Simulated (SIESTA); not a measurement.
SnTe:

```
CELL_PARAMETERS angstrom
0.00000 3.15085 3.15085
3.15085 0.00000 3.15085
3.15085 3.15085 0.00000
ATOMIC_POSITIONS crystal
Te 0.50000 0.50000 0.50000
Sn 0.00000 0.00000 0.00000
```

Base run:

| Item | Value |
| --- | --- |
| Program | SIESTA 5.4.2 |
| Functional | vdW-DF-cx |
| Potentials or basis | PseudoDojo 0.4 standard (PBE files) |
| Basis | DZP (energy shift 0.003 Ry; two zetas on semicore shells) |
| Grid cutoff | 500 Ry |
| Energy shift | 0.003 Ry |
| k mesh | 7 × 7 × 7 |
| Occupations | fermi-dirac, width 0.05 eV |
| Spin | no spin polarisation |

Its results: pressure 1.2 GPa.

Question: After a change of settings the same cell gave: pressure 4.3 GPa. Which change was it?
A. functional from vdW-DF-cx to LDA; potentials or basis from PseudoDojo 0.4 standard (PBE files) to PseudoDojo 0.4 standard (LDA files)
B. functional from vdW-DF-cx to RPBE
C. functional from vdW-DF-cx to AM05; potentials or basis from PseudoDojo 0.4 standard (PBE files) to PseudoDojo 0.4 standard (PBEsol files)

Answer: B.

Caveats: the potentials were made for another functional, which shifts forces and pressure; the basis of atomic orbitals isn't converged, which shifts pressures, moduli and gaps.

Runs at the PBE level aren't shown here.
